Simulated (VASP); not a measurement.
A run of VASP 6.6.1 is set up as follows.

INCAR

```
SYSTEM = GaSb
PREC = Accurate
ENCUT = 520
EDIFF = 1E-6
ISMEAR = 0
SIGMA = 0.05
LREAL = .FALSE.
LASPH = .TRUE.
NELM = 60
ALGO = Normal
ISIF = 2
LWAVE = .FALSE.
LCHARG = .FALSE.
GGA = RP
NBANDS = 16
```

The input KPOINTS:

```
regular mesh
0
G
  8 8 8
  0 0 0
```

Contents of POSCAR:

```
GaSb
4.3261
    0.000000000000      0.707103395668      0.707103395668
    0.707103395668      0.000000000000      0.707103395668
    0.707103395668      0.707103395668      0.000000000000
Sb Ga
1 1
Direct
    0.7500000000      0.7500000000      0.7500000000
    0.0000000000      0.0000000000      0.0000000000
```

Potentials or basis: VASP PAW PBE potentials, release 54 (Sb, Ga_d).

Launch:

```console
$ cat potpaw_PBE.54/Sb/POTCAR potpaw_PBE.54/Ga_d/POTCAR > POTCAR
$ mpirun -np 1 vasp_std > vasp.out
```

Q: Estimate the band gap on the k mesh.

A: 0.13 eV, direct.

Q: What does it give for the pressure?

A: 3.9 GPa.

Caveat: the PAW data sets were made with another functional, which shifts forces and pressure a little; spin-orbit coupling is left out, which moves the levels of the heavy elements.

**Experimental background.**

A printed reference work, data compilation reports, for a bulk crystal of GaSb at 4.2 K: band gap 0.811 eV (direct).

Measured gap of GaSb: 0.811 eV (direct; 4.2 K; a printed reference work, data compilation). This calculation gives 0.13 eV (-0.68 eV). Spin-orbit coupling on Ga, Sb is left out. The value is that of RPBE on a finite k mesh, which can miss the band edges, without temperature or zero-point motion. Semilocal functionals fall short of measured gaps as a rule.
